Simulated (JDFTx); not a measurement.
## TaN under changes of volume

One of the cells (10.813 Å³/atom); the others are scaled copies at fixed shape and fractional positions:

```
Ta N
1.0
     0.00000    2.21132    2.21132
     2.21132    0.00000    2.21132
     2.21132    2.21132    0.00000
Ta N
1 1
Direct
  0.50000 0.50000 0.50000
  0.00000 0.00000 0.00000
```

The cell comes from a database or a generator and needn't be the stable form of this composition.

| Property | Result |
| --- | --- |
| Program | JDFTx 1.7.0 (patched build) |
| Functional | PBEsol |
| Potentials or basis | PseudoDojo-SR-PBEsol-0.4.1-standard with smoothed tails |
| Cutoff | 1143 eV |
| Density cutoff | 9143 eV |
| k mesh | 10 × 10 × 10 |
| Occupations | fermi-dirac, width 0.05 eV |
| Spin | no spin polarisation |

| volume (Å³/atom) | energy over the lowest point (meV/atom) | pressure (GPa) |
| --- | --- | --- |
| 10.164 | 8.80 | 10.6 |
| 10.381 | 0.00 | 2.6 |
| 10.597 | 1.53 | -4.7 |
| 10.813 | 12.29 | -11.1 |
| 11.030 | 31.30 | -16.9 |
| 11.246 | ? | ? |
| 11.462 | 90.66 | -26.7 |

What does the run at 11.246 Å³/atom give?

Energy over the lowest point 57.68 meV/atom; pressure -22.1 GPa.

Worked out: A Birch-Murnaghan fit of order 3 (a polynomial in V^(-2/3)) to the other rows has its minimum at 10.45 Å³/atom with B0 = V·E''(V) = 354 GPa and B' = 4.3. It gives 57.68 meV/atom at 11.246 Å³/atom, against the run's 57.68, and -dE/dV = -22.1 GPa, against -22.1.

Energies are extrapolated to zero smearing.
